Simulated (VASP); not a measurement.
Consider the following.

```
BaSnO3
1.0
    4.14223     0.00000     0.00000
    0.00000     4.14223     0.00000
    0.00000     0.00000     4.14223
Ba Sn O
1 1 3
Cartesian
  2.07111   2.07111   2.07111
  0.00000   0.00000   0.00000
  0.00000   2.07111   0.00000
  2.07111   0.00000   0.00000
  0.00000   0.00000   2.07111
```

All values below come from PBE GGA, VASP's PBE PAW potentials (set 64) (plane waves; VASP). Settings: 400 eV cut-off, 4×4×4 Γ-centred mesh, Fermi-Dirac smearing of 0.050 eV, potentials Ba_sv Sn_d O.

Unless said otherwise, spin-orbit coupling is left out, though it shifts the bands of the heavy elements here.

Problem. Estimate the energy per atom (σ→0), band gap (on the k-mesh) with the smallest direct gap where there is one.

Solution. 
The band gap (on the k-mesh) comes out as 0.73 eV and the smallest direct gap (on the k-mesh) comes out as 1.24 eV. The energy per atom (σ→0) is -6.290 eV/atom.

Total energies compare only between runs with the same potentials, cut-off and functional.

The structure comes from a computed database's BaSnO3 entry; how it stands against other phases isn't given here. The cell was not relaxed at this level.
